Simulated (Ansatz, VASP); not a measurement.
Two plane-wave programs on Si

Contents of INCAR:

```
SYSTEM = Si
  ALGO = Normal
  EDIFF = 1E-8
  ENCUT = 520
  GGA = PE
  ISIF = 2
  ISMEAR = -1
  LASPH = .True.
  LCHARG = .False.
  LEFG = .True.
  LREAL = .False.
  LWAVE = .False.
  NBANDS = 11
  NELM = 60
  PREC = Accurate
  SIGMA = 0.08
```

File KPOINTS:

```
k-points
0
Gamma
  11 11 11
  0 0 0
```

Contents of POSCAR:

```
Si
1.0
    0.0000000000      2.6340059000      2.7154700000
    2.6340059000      0.0000000000      2.7154700000
    2.6340059000      2.6340059000      0.0000000000
Si
2
Direct
    0.5000000000      0.5000000000      0.5000000000
    0.7500000000      0.7500000000      0.7500000000
```

Input for Ansatz:

```yaml
crystal:
  lattice:
    - [0.0, 2.6340059, 2.71547]
    - [2.6340059, 0.0, 2.71547]
    - [2.6340059, 2.6340059, 0.0]
  atoms:
    - { symbol: Si, position: [0.5, 0.5, 0.5] }
    - { symbol: Si, position: [0.75, 0.75, 0.75] }
kpoints:
  mp_grid: { grid: [11, 11, 11] }
scf:
  occupations: { method: fermi_dirac, width: 0.08 }
hamiltonian:
  xc: pbe
  pseudopotentials: { kind: paw }
output:
  forces: true
  stress: true
  eigenvalues: true
  efg: { contact_densities: true }
  write_density: true
  write_potential: true
  elf: true
  volumetric_format: npy
```

Change from the starting cell: equal xx and yy strain of -3 %, PAW files.

Alike in both runs: task electric field gradients; functional PBE; k mesh 11 × 11 × 11; occupations fermi-dirac, width 0.08 eV; no spin polarisation.

|  | VASP | Ansatz |
| --- | --- | --- |
| version | VASP 6.6.1 | Ansatz 0.2.0 |
| potentials or method | VASP PAW PBE potentials, release 64 (Si) | PAW with Ansatz's default frozen-core files, scalar-relativistic |
| plane-wave cutoff (eV) | 520 | 420 |
| valence electrons in the cell | 8 | 8 |

VASP gave:

```
pressure (GPa)                                                 : 8.6
largest component of the traceless stress (GPa)                : 2.03
Vzz of the field gradient on the site that differs most (V/Å²) : -0.2
```

**Question.** Which values does Ansatz return?

**Answer.** Pressure (GPa): 8.7; largest component of the traceless stress (GPa): 2.02; Vzz of the field gradient on the site that differs most (V/Å²): -0.2.

Caveats: an odd mesh through Γ misses points on the zone boundary, where band edges often lie.
